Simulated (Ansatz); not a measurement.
Two G0W0 runs on PbI2 (P-3m1).

```xyz
3
Lattice="4.5550 0.0000 0.0000 -2.2775 3.9447 0.0000 0.0000 0.0000 6.9770" Properties=species:S:1:pos:R:3 pbc="T T T"
Pb    0.0000    0.0000    0.0000
I     0.0000    2.6298    1.8489
I     2.2775    1.3149    5.1281
```

The cell and positions come from the Crystallography Open Database and are kept as given unless a step says otherwise. Spin-orbit coupling is left out unless a run names it. PAW set soft_2, made with PBE.

The first (Ansatz 0.2.0; start PBE, 6×6×2 mesh, 805 empty bands, screening to 200 eV; 1 × NVIDIA H100 80GB HBM3 (shared by 6 runs) with 3 threads of AMD EPYC 7R13 (Zen 3), shared host) gave, on its mesh: starting gap 2.22 eV, G0W0 gap 3.22 eV, RPA ε∞ (mean) 5.73, 95 s.

The second changes empty bands from 805 to 132 and screening cutoff (eV) from 200.0 to 60. What does it give?

It gave: starting gap 2.22 eV, G0W0 gap 2.99 eV, RPA ε∞ (mean) 5.74, 14 s. The G0W0 gap moves by −0.23 eV, +0.00 eV from the start and −0.23 eV from the correction. Σc changes by +0.58 eV at the valence top and +0.35 eV at the conduction bottom, and Σx − Vxc between them by +0.00 eV.

Limits: not at the basis limit; no spin-orbit coupling; coarse k mesh.

[Paths, hosts, dates, memory and timing lines, banners, echoed tables and standing remarks are left out of the program output.]

[Logs are printed without paths, hosts, clocks, repeated set-up lines and the standing remarks that a program may print on its own settings, such as how far it seeks lower states.]

[Runs of the session that timed out or met a known fault of the program may be left out.]

[Cells called generated may have been cut or substituted from an entry of the Crystallography Open Database or the Materials Project.]

[Hosts, paths, dates, database ids (printed as entryN), source tags and the programs' standing remarks are cut or masked in the printed files.]
